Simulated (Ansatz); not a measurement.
Crystal: BAs.

```
As B
1.0
     0.00000    2.38850    2.38850
     2.38850    0.00000    2.38850
     2.38850    2.38850    0.00000
As B
1 1
Cartesian
  3.5827 3.5827 3.5827
  0.0000 0.0000 0.0000
```

```yaml
Program: Ansatz 0.2.0
Task: relaxation of cell and atoms
Functional: PBE
Potentials_or_basis: all-electron LAPW, relativistic spinors
Basis_error_allowed: 0.001 eV/atom
k_mesh: 7 × 7 × 7
Occupations: fermi-dirac, width 0.05 eV
Spin: spin-orbit coupling, no magnetisation
```

At the start: volume 13.63 Å³/atom.

Question: Where does the relaxation end?

Answer: Over 4 steps the energy falls by 2.3 meV/atom and the volume is 13.90 Å³/atom (+2.0 %); space group F-43m (No. 216, to 0.05 Å).

The path:
```tsv
step	energy change (eV)	largest force (eV/Å)	volume (Å³)
1	0.0000	0.0000	27.25
2	-0.0042	0.0000	27.64
3	-0.0046	0.0000	27.80
4	-0.0046	0.0000	27.80
```

Final structure:
```
CELL_PARAMETERS angstrom
0.00000 2.40428 2.40428
2.40428 0.00000 2.40428
2.40428 2.40428 0.00000
ATOMIC_POSITIONS crystal
As 0.75000 0.75000 0.75000
B 0.00000 0.00000 0.00000
```
